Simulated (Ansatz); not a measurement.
Here is an Ansatz 0.2.0 calculation.

input.yaml

```yaml
crystal:
  lattice:
    - [2.4705617809, 0.0, 0.0]
    - [-1.2352808905, 2.1395692639, 0.0]
    - [0.0, 0.0, 8.0882338]
  atoms:
    - { symbol: Co, position: [0.6666666667, 0.3333333333, 0.75], spin: 2.0 }
    - { symbol: Co, position: [0.0, 0.0, 0.5], spin: 2.0 }
    - { symbol: Co, position: [0.3333333333, 0.6666666667, 0.25], spin: 2.0 }
    - { symbol: Co, position: [0.0, 0.0, 0.0], spin: 2.0 }
kpoints:
  mp_grid: { grid: [12, 12, 4] }
scf:
  occupations: { method: fermi_dirac, width: 0.05 }
hamiltonian:
  xc: pbesol
  pseudopotentials: { kind: all_electron, lapw: { basis_error: 0.002 } }
magnetization:
  spin_polarized: true
output:
  forces: true
  stress: true
relax:
  f_tol: 0.005
  max_steps: 60
  cell: { p_target: 5 }
```

Potentials or basis: all-electron LAPW, scalar-relativistic.

Command:

```sh
$ ansatz run input.yaml --threads 4 --pin off --max-ram 12288MiB --backend cpu --events-out ev --progress --plain --runs-dir out
```

(1) Estimate the relaxed cell.

(2) Estimate the site moments.

(3) Predict the net moment.

Results:

(1) a = 2.442 Å, b = 2.442 Å, c = 7.901 Å, α = 90.00°, β = 90.00°, γ = 120.00°.

(2) Co +1.65, +1.63 μB.

(3) 6.35 μB per cell.
